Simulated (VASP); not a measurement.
## Pt: single point with LDA

The system is Pt, a slab with vacuum.

```
CELL_PARAMETERS angstrom
2.74395 0.00000 0.00000
-0.91465 2.58702 0.00000
0.00000 0.00000 24.96170
ATOMIC_POSITIONS crystal
Pt 0.00000 0.00000 0.32049
Pt 0.50000 0.50000 0.41025
Pt 0.00000 0.00000 0.50000
Pt 0.50000 0.50000 0.58975
Pt 0.00000 0.00000 0.67951
```

The slab is cut from a database's or a generator's crystal, which needn't be the stable form of the element.

- Program: VASP 6.6.1
- Task: single point
- Functional: LDA
- Potentials or basis: VASP PAW LDA potentials, release 64 (Pt)
- Cutoff: 520 eV
- k mesh: 7 × 7 × 1
- Occupations: gaussian, width 0.1 eV
- Spin: no spin polarisation
- Dipole correction: yes
- Further INCAR settings: ALGO = Normal; EDIFF = 1e-06; NBANDS = 33

```
Largest force          : 0.702 eV/Å
Band gap on the k mesh : none (metal or under the smearing width)
```

Forces on the atoms (eV/Å):
```
Pt   0.000  0.000  0.702
Pt   0.000  0.000  0.184
Pt   0.000  0.000  0.000
Pt   0.000  0.000 -0.184
Pt   0.000  0.000 -0.702
```

Levels at points of the mesh, in eV from the Fermi level:
| k point | band 23 | band 24 | band 25 | band 26 | band 27 | band 28 |
| --- | --- | --- | --- | --- | --- | --- |
| (0.00, 0.00, 0.00) | -1.00 | -0.93 | -0.84 | -0.40 | -0.40 | -0.04 |

Run time: 63 s on 1 thread of Intel(R) Xeon(R) 6975P-C (Granite Rapids), with other jobs on the host, peak memory 0.24 GiB.

The run has no spin-orbit coupling, so splittings on Pt are missing.
